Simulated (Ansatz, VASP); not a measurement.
**Ca in VASP and in Ansatz**

```
CELL_PARAMETERS angstrom
4.05806 0.00000 0.00000
-2.02903 3.51438 0.00000
0.00000 0.00000 6.64788
ATOMIC_POSITIONS crystal
Ca 0.66667 0.33333 0.75000
Ca 0.33333 0.66667 0.25000
```

Change from the starting cell: volume scaled by 1.06.

Alike in both runs: task single point; functional PBE; k mesh 8 × 8 × 4; occupations fermi-dirac, width 0.05 eV; no spin polarisation.

```csv
,VASP,Ansatz
version,VASP 6.6.1,Ansatz 0.2.0
potentials or method,"VASP PAW PBE potentials, release 64 (Ca_sv)",Ansatz PAW
plane-wave cutoff (eV),520,420
valence electrons in the cell,20,20
```

```tsv
	VASP	Ansatz	Ansatz less VASP
gap on the k mesh at the Fermi level (eV)	none	none	-
pressure (GPa)	-1.6	-1.6	-0.01
largest component of the traceless stress (GPa)	0.10	0.09	-0.002
```

A gap of «none» marks a metal or a gap that the smearing closes. With one functional, cell and mesh, what is left measures potentials, basis and numerics.
